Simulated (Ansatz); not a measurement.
Te: frozen-core PAW against all-electron methods

```yaml
crystal:
  lattice:
    - [4.60135, 0.00000, 0.00000]
    - [-2.30068, 3.98489, 0.00000]
    - [0.00000, 0.00000, 5.90006]
  atoms:
    - { symbol: Te, position: [0.25670, 0.00000, 0.33333] }
    - { symbol: Te, position: [0.00000, 0.25670, 0.66667] }
    - { symbol: Te, position: [0.74330, 0.74330, 0.00000] }
```

Atoms are numbered in the order listed.

The cell is the one relaxed in the Materials Project (mp-19), not relaxed further here; entries there can be hypothetical.

Spin–orbit coupling is left out, though it moves levels of the heavy atoms by tenths of an eV or more.

All numbers are computed: DFT, PBE, PAW with Ansatz's default frozen-core files, scalar-relativistic (Ansatz 0.2.0); DFT, PBE, all-electron LAPW, scalar-relativistic (Ansatz 0.2.0).

For PAW: a Γ-centred 9×9×6 k mesh, Fermi–Dirac smearing of 0.05 eV, cutoff 420 eV, no spin polarisation. LAPW targets a basis error of 1 meV/atom. The Ansatz runs share mesh, smearing and spin set-up. Plane-wave (PAW) pressures include the program's estimate of the Pulay term.

Stress and pressure are positive in compression.

Levels count from the top of the valence band.

PAW results:

| quantity | PAW |
| --- | --- |
| pressure (GPa) | 0.54 |
| stress xx (GPa) | 0.38 |
| stress zz (GPa) | 0.84 |
| force on Te1, x (eV/Å) | 0.205 |
| band gap (eV) | 0.340 |
| highest filled level at A (eV) | -1.124 |
| lowest empty level at A (eV) | 0.633 |
| highest filled level at M (eV) | -0.842 |
| lowest empty level at M (eV) | 1.061 |
| highest filled level at K (eV) | -2.241 |
| lowest empty level at K (eV) | 2.733 |

(1) What does all-electron LAPW give for the same quantities?

## Answers

(1) 
```csv
quantity,LAPW
pressure (GPa),0.55
stress xx (GPa),0.40
stress zz (GPa),0.85
"force on Te1, x (eV/Å)",0.202
band gap (eV),0.345
highest filled level at A (eV),-1.126
lowest empty level at A (eV),0.639
highest filled level at M (eV),-0.843
lowest empty level at M (eV),1.066
highest filled level at K (eV),-2.241
lowest empty level at K (eV),2.737
```
